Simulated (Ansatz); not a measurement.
Input and command of a calculation in Ansatz (plane waves; scalar-relativistic PAW potentials unless the input names others):

```yaml
crystal:
  lattice:
    - [-1.62691493, 1.62691493, 1.2807199545]
    - [1.62691493, -1.62691493, 1.2807199545]
    - [1.62691493, 1.62691493, -1.2807199545]
  atoms:
    - { symbol: Si, position: [0.0, 0.0, 0.0] }
basis:
  ecutwfc: "400 K"
kpoints:
  mp_grid: { grid: [22, 22, 22] }
hamiltonian:
  xc: pbesol
scf:
  occupations: { method: gaussian, width: 0.15 }
  max_iter: 75
output:
  forces: true
  eigenvalues: true
  stress: true
```

```bash
ansatz run input.yaml --threads 1 --pin off --max-ram 2560MiB --backend cpu --events-out ev --progress --plain --runs-dir out
```

Q: What will the program do with this input?

A: The program refuses it, because of a cutoff in the wrong unit (basis.ecutwfc: 420 → "400 K"). With the sound run's settings it is accepted.

Abridged log:
```
Error: inconsistent input (basis.ecutwfc, kpoints): the smallest per-k basis holds n_pw = 0 plane waves (k-point 1, counted from 0 among those solved) but the deck needs at least 3 band(s) per channel, and no run solves more bands than the smallest per-k basis has plane waves; raise basis.ecutwfc until the smallest per-k basis, which caps the automatic band count, holds at least 3 plane waves
```